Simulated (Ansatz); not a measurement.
Cu, 1 atom in the cell. Symmetry: Fm-3m, No. 225, cubic system. The conventional cell has a = 3.615 Å, b = 3.615 Å, c = 3.615 Å, α = 90.00°, β = 90.00°, γ = 90.00°. Cu (site symmetry m-3m) has 12 Cu at 2.56 Å as nearest neighbours. 

```yaml
Program: Ansatz 0.2.0
Task: phonons
Functional: PBEsol
Potentials_or_basis: all-electron LAPW, scalar-relativistic
Cutoff: 316 eV (chosen from the basis error)
Basis_error_allowed: 0.001 eV/atom
k_mesh: 10 × 10 × 10
Occupations: fermi-dirac, width 0.05 eV
Spin: no spin polarisation
Phonon_path: "[\"G\", \"X\", \"W\", \"K\", \"G\", \"L\"]"
```

Potentials or basis: all-electron LAPW, scalar-relativistic.

Launch:

```bash
$ ansatz run input.yaml --threads 1 --pin off --max-ram 3072MiB --backend cpu --events-out ev --progress --plain --runs-dir out
```

Hardware: 1 thread of Arm Neoverse V2, with other jobs on the host.

Question: How long does it take, and how much memory?

Answer: It took 3.5 min on 1 thread of Arm Neoverse V2, with other jobs on the host, peak memory 0.82 GiB. Counts: scf iterations 19, plane waves 1243, k points 10, bands 112.
